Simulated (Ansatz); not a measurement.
The system is Ga.

```xyz
2
Lattice="1.3830 -4.0265 0.0000 1.3830 4.0265 0.0000 -0.1174 0.0000 3.3299" Properties=species:S:1:pos:R:3 pbc="T T T"
Ga    1.2949    2.9716    2.4974
Ga    1.3536   -2.9716    0.8325
```

This isn't the form of Ga at room conditions, which is orthorhombic.

Base run:

```yaml
Program: Ansatz 0.2.0
Functional: PBEsol
Potentials_or_basis: all-electron LAPW, scalar-relativistic
Cutoff: 256 eV (chosen from the basis error)
Basis_error_allowed: 0.001 eV/atom
k_mesh: 10 × 10 × 8
Occupations: fermi-dirac, width 0.05 eV
Spin: no spin polarisation
```

Its results: band gap on the k mesh none (metal or under the smearing width); pressure -1.9 GPa; largest force 0.196 eV/Å.

After a change of settings the same cell gave: band gap on the k mesh none (metal or under the smearing width); pressure 3.1 GPa; largest force 0.207 eV/Å. Which change was it?
A. functional from PBEsol to PBE
B. functional from PBEsol to LDA
C. functional from PBEsol to BLYP
D. functional from PBEsol to revPBE

D.

revPBE binds less tightly than PBEsol, so the same cell stands under more pressure.
